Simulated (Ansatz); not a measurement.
# ZnCu2SnS4 (I-4) in Ansatz: a series of runs, part 2 of 2

Ansatz 0.2.0. Earlier steps stand in the parts before.

## Step 4: Band structure, r2SCAN

Input file input.yaml:

```yaml
crystal:
  lattice:
    - [-2.7171, 2.7171, 5.4248]
    - [2.7171, -2.7171, 5.4248]
    - [2.7171, 2.7171, -5.4248]
  atoms:
    - { symbol: Sn, position: [0.5, 0.5, 0.0] }
    - { symbol: Zn, position: [0.25, 0.75, 0.5] }
    - { symbol: Cu, position: [0.75, 0.25, 0.5] }
    - { symbol: Cu, position: [0.0, 0.0, 0.0] }
    - { symbol: S, position: [0.62799, 0.62839, 0.5128] }
    - { symbol: S, position: [0.88481, 0.37201, 0.0004] }
    - { symbol: S, position: [0.11559, 0.11519, 0.4872] }
    - { symbol: S, position: [0.37161, 0.88441, 0.9996] }
hamiltonian:
  xc: r2scan
  pseudopotentials: { kind: paw }
kpoints:
  mp_grid: { grid: [7, 7, 7] }
  band_path:
    path:
      - [[0.0, 0.0, 0.0], [0.0, 0.0, 0.5], [-0.125433571, 0.125433571, 0.5], [-0.3127167855, 0.3127167855, 0.3127167855], [0.0, 0.0, 0.0], [0.5, 0.5, -0.5], [0.3127167855, 0.6872832145, -0.3127167855], [0.0, 0.5, 0.0], [0.25, 0.25, 0.25], [0.5, 0.5, -0.125433571], [0.5, 0.5, -0.5]]
      - [[0.0, 0.0, 0.5], [0.25, 0.25, 0.25]]
    npoints: 10
scf:
  occupations: { method: fermi_dirac, width: 0.05 }
  n_extra_bands: 20
output:
  forces: true
  stress: true
  eigenvalues: true
  fatbands: false
  write_density: true
  write_potential: true
  elf: true
  volumetric_format: npy
```

Potentials or basis: Ansatz PAW.

Started as:

```sh
ansatz run input.yaml --threads 4 --pin off --max-ram 11264MiB --backend cpu --events-out ev --progress --plain --runs-dir out
```

The program printed:

```text
Warning: RAYON_NUM_THREADS=4 ignored (pool sized by the plan → 4); use --threads N
scf.n_extra_bands = 20 over 44 filled bands (N_el = 88.0): the run solves 64 bands
Engine: ansatz 0.2.0, aarch64-unknown-linux-gnu
Pseudopotentials: kind: paw
Pseudopotential: Sn, paw, valence charge 14, recommended cutoff 500 eV (meta_gga), Sn.paw.azcp
Pseudopotential: Zn, paw, valence charge 12, recommended cutoff 500 eV (meta_gga), Zn.paw.azcp
Pseudopotential: Cu, paw, valence charge 19, recommended cutoff 500 eV (meta_gga), Cu.paw.azcp
Pseudopotential: S, paw, valence charge 6, recommended cutoff 500 eV (meta_gga), S.paw.azcp
Functional definition: r2SCAN
  parameter k0 = 0.174
  parameter k1 = 0.065
  parameter a1 = 4.9479
  exchange = r2scan_x(k0 = k0, k1 = k1, a1 = a1)
  correlation = r2scan_c
Crystal: 8 atoms, lattice volume = 160.197 Å³
Basis set: ecut = 500 eV, 4055 PW (Γ), exchange–correlation on 200×200×200 points (64 copies of the dense FFT grid, shifted against one another)
Bands: 64, of which v1, the nominal top of the filled ones, is band 44 counted from 1 (43 counted from 0)
Symmetry: 4 space group operations
Space group: I-4 (ITA 82), of the structure as read, at distance tolerance 5.4e-5 Å
k-points: 52 of 343 (time reversal used)
Non-local potential: Sn, projectors of the file, l = 0: 2, l = 1: 2, l = 2: 2, l = 3: 2
[... 45 lines left out ...]
  E_vpaw       = -1816.476300  (= ΣTr[D̂ρ^β])
  E_aug_tail   = 0.000254  (compensation charges beyond the density's cutoff)
  E_vtau       = 44.265344  (kinetic-family band-sum trace: ∫τ·v_τ [+ j·A + Jᵃ·Aᵃ] dr)
  E_ewald      = -8024.456617
  E_core_change = -0.488582  (= ΣΔE_core)
  E_smearing   = -0.000023  (= −TS)
  E_closure    = -0.000000  (closes the sum)
  Σ components = -26254.602628   (vs F -26254.602628, Δ=0.00e0)
--- Forces (eV/Å), atoms counted from 1 ---
  atom   1  Sn    -0.00000000     0.00000000     0.00000000
  atom   2  Zn    -0.00000000    -0.00000000     0.00000000
  atom   3  Cu    -0.00000000     0.00000000     0.00000000
  atom   4  Cu    -0.00000000    -0.00000000     0.00000000
  atom   5  S      0.09384003     0.42102522    -0.13542226
  atom   6  S     -0.42102522     0.09384003     0.13542226
  atom   7  S     -0.09384003    -0.42102522    -0.13542226
  atom   8  S      0.42102522    -0.09384003     0.13542226
  max |Σ_I F_I| component: 1.80e-16 eV/Å
--- Stress (GPa, compression-positive) ---
       -0.214989      -0.000000      -0.000000
        0.000000      -0.214989      -0.000000
       -0.000000      -0.000000      -0.317680
  P = ⅓ Tr σ = -0.2492 GPa (-2.492 kbar)
--- Band table (eV; the first three rows and the last of 52) ---
  k-point 0: bands = ["-107.3646", "-107.3376", "-63.2655", "-63.2021", "-63.2021", "-63.1966", "-63.1966", "-63.1744", "-15.2287", "-15.2244", "-15.2244", "-15.1245", "-15.1163", "-7.3433", "-5.7639", "-5.7507", "-5.7507", "-0.4650", "0.4638", "0.5336", "0.5336", "0.5520", "0.6615", "2.0348", "2.7570", "2.7584", "3.1569", "3.1569", "3.2610", "4.0260", "4.0260", "4.5999", "4.5999", "4.6160", "5.9657", "5.9843", "6.1974", "6.4201", "6.4234", "6.4234", "6.5828", "7.8361", "7.8361", "7.9188", "8.5230", "10.1592", "11.1166", "11.9740", "11.9740", "13.1409", "13.1933", "13.4275", "13.4275", "13.9054", "15.1645", "15.2132", "15.2132", "15.3491", "18.1528", "18.8393", "18.8624", "19.2304", "19.2304", "19.3118"]
  k-point 1: bands = ["-107.3646", "-107.3376", "-63.2655", "-63.2021", "-63.2021", "-63.1966", "-63.1966", "-63.1744", "-15.2288", "-15.2245", "-15.2245", "-15.1243", "-15.1162", "-7.2344", "-5.8497", "-5.8096", "-5.7626", "-0.4029", "0.4716", "0.5123", "0.5253", "0.5737", "0.6687", "1.9049", "2.4655", "2.8031", "3.0972", "3.2436", "3.6781", "3.9705", "4.0774", "4.3866", "4.6270", "4.6860", "6.0146", "6.0712", "6.2306", "6.2637", "6.3667", "6.5908", "6.6845", "7.2293", "7.6964", "7.7933", "9.1670", "10.6229", "11.4879", "11.8759", "11.9957", "12.8852", "13.2805", "13.5066", "13.6954", "13.8550", "14.7879", "14.9036", "16.3267", "16.3422", "17.3754", "17.6274", "17.9993", "18.1037", "18.4419", "18.6967"]
  k-point 2: bands = ["-107.3646", "-107.3376", "-63.2655", "-63.2021", "-63.2021", "-63.1966", "-63.1966", "-63.1744", "-15.2293", "-15.2249", "-15.2246", "-15.1237", "-15.1160", "-6.9480", "-6.0455", "-5.9360", "-5.8024", "-0.3838", "0.4614", "0.5166", "0.5389", "0.6094", "0.6650", "1.5476", "2.2618", "2.6337", "2.9885", "3.6572", "3.9723", "4.0154", "4.1788", "4.3288", "4.6694", "4.7607", "6.0974", "6.1744", "6.1986", "6.3102", "6.5050", "6.7061", "6.7936", "6.9650", "7.3453", "7.6726", "9.5152", "11.2462", "11.4697", "11.8432", "12.2628", "12.9745", "13.3914", "13.6571", "13.8781", "14.1396", "15.0343", "15.2653", "15.7761", "16.1266", "16.3553", "16.6527", "17.1717", "17.7031", "18.1486", "18.7373"]
  k-point 51: bands = ["-107.3646", "-107.3376", "-63.2655", "-63.2021", "-63.2021", "-63.1966", "-63.1966", "-63.1744", "-15.2289", "-15.2242", "-15.2241", "-15.1244", "-15.1162", "-6.8266", "-6.4062", "-5.8491", "-5.7628", "-0.4908", "0.4327", "0.4909", "0.4990", "0.6183", "0.9482", "1.8009", "3.0027", "3.1325", "3.3555", "3.4471", "3.6931", "4.0208", "4.0924", "4.3824", "4.5049", "4.5426", "5.9304", "6.1406", "6.1671", "6.2269", "6.6506", "6.7587", "6.8481", "7.0259", "7.0595", "7.1889", "9.6656", "10.2678", "10.4501", "10.9475", "11.6399", "11.9640", "12.5816", "12.6521", "14.3885", "14.9010", "14.9788", "15.9802", "16.5724", "16.7045", "17.6642", "17.7933", "17.9297", "18.7371", "18.8947", "19.3519"]
```

It took 61 s on 4 threads of Arm Neoverse V2, shared host; peak memory 1.7 GiB.

What came out:

```yaml
Free_energy: -26254.6026 eV
Pressure: -0.2 GPa
Largest_force: 0.452 eV/Å
Band_gap_on_the_k_mesh: 0.60 eV, direct
Band_gap_along_the_path: 0.60 eV, direct
```

Forces in eV/Å, atoms in the order of the input:
```
Sn   0.000  0.000  0.000
Zn   0.000  0.000  0.000
Cu   0.000  0.000  0.000
Cu   0.000  0.000  0.000
S    0.094  0.421 -0.135
S   -0.421  0.094  0.135
S   -0.094 -0.421 -0.135
S    0.421 -0.094  0.135
```

Levels at the corners of the path, in eV from the valence-band top:
```
point  band 41  band 42  band 43  band 44  band 45  band 46  band 47  band 48
    Γ    -1.34    -0.08    -0.08     0.00     0.60     2.24     3.20     4.06
    X    -0.75    -0.64    -0.47    -0.40     1.07     2.68     3.50     4.45
    Y    -0.77    -0.69    -0.62    -0.56     1.29     2.88     3.91     4.18
    S    -1.22    -1.00    -0.65    -0.52     1.92     2.74     3.44     4.23
    Γ    -1.34    -0.08    -0.08     0.00     0.60     2.24     3.20     4.06
    Z    -1.09    -0.97    -0.81    -0.81     1.70     2.28     2.28     2.71
   S1    -1.22    -1.00    -0.65    -0.52     1.92     2.74     3.44     4.23
    N    -1.08    -1.03    -0.96    -0.46     2.01     3.46     3.60     4.52
    P    -0.74    -0.73    -0.54    -0.50     1.30     3.22     3.39     3.84
   Y1    -0.77    -0.69    -0.62    -0.56     1.29     2.88     3.91     4.18
    Z    -1.09    -0.97    -0.81    -0.81     1.70     2.28     2.28     2.71
    X    -0.75    -0.64    -0.47    -0.40     1.07     2.68     3.50     4.45
    P    -0.74    -0.73    -0.54    -0.50     1.30     3.22     3.39     3.84
```

Caveat: spin-orbit coupling is left out, which moves the levels of the heavy elements; the PAW data sets come from PBE, with cores solved anew for the run's functional, which leaves a small shift of forces and pressure.

## Step 5: Overview

| level | cutoff (eV) | gap on the mesh (eV) | pressure (GPa) | largest force (eV/Å) |
| --- | --- | --- | --- | --- |
| revPBE | 420 | 0.35 | 3.9 | 0.58 |
| BLYP | 420 | 0.28 | 6.5 | 0.63 |
| r2SCAN | 500 | 0.60 | -0.2 | 0.45 |

Alike in all rows: task band structure; potentials or basis Ansatz PAW; no spin polarisation; cell as given; k mesh 7 × 7 × 7; smearing fermi-dirac 0.05 eV.

On the cell as given the gap runs from 0.28 eV (BLYP) to 0.60 eV (r2SCAN). The pressure there spans -0.2 GPa (r2SCAN) to 6.5 GPa (BLYP); a positive pressure means that this level wants a larger cell, a negative one a smaller.

Caveats: spin-orbit coupling is left out, which moves the levels of the heavy elements; the PAW data sets come from PBE, with cores solved anew for the run's functional, which leaves a small shift of forces and pressure.

Total energies depend on the potentials used, so only differences within one code and one set of settings carry meaning.
